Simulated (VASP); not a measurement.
Input of a VASP 6.6.1 run:

Contents of INCAR:

```
  ALGO = Normal
  EDIFF = 1E-7
  EDIFFG = -0.002
  ENCUT = 520
  GGA = CA
  IBRION = 2
  ISIF = 3
  ISMEAR = 0
  LASPH = True
  LCHARG = False
  LREAL = False
  LWAVE = False
  NELM = 80
  NSW = 80
  PREC = Accurate
  PSTRESS = 300.0
  SIGMA = 0.1
```

Contents of KPOINTS:

```
k-points
0
Gamma
  16 16 16
```

Contents of POSCAR:

```
Hf                                      
1.0
   -1.5686833104      1.5686833104      1.5686833104
    1.5686833104     -1.5686833104      1.5686833104
    1.5686833104      1.5686833104     -1.5686833104
  Hf            
     1
Direct
     0.0000000000000000    0.0000000000000000    0.0000000000000000
```

Potentials or basis: VASP PAW LDA potentials, release 64 (Hf_pv).

Launch:

```console
$ cat potpaw_LDA.64/Hf_pv/POTCAR > POTCAR
$ mpirun -np 1 vasp_std > vasp.out
```

Task: What does it give for the relaxed volume?

Result: 16.84 Å³/atom.

Task: Predict the relaxed cell.

Result: a = 2.797 Å, b = 2.797 Å, c = 2.797 Å, α = 109.47°, β = 109.47°, γ = 109.47°.

Task: Predict the band gap on the k mesh.

Result: None (metal or under the smearing width).

Task: Predict the space group after relaxing (to 0.05 Å).

Result: Im-3m (No. 229).

Final structure:
```
Hf
1.0
    -1.61478    1.61478    1.61478
     1.61478   -1.61478    1.61478
     1.61478    1.61478   -1.61478
Hf
1
Direct
  0.00000 0.00000 0.00000
```

Caveat: the cell is relaxed towards a set pressure, so the enthalpy falls and the energy may rise. The run has no spin-orbit coupling, so splittings on Hf are missing.
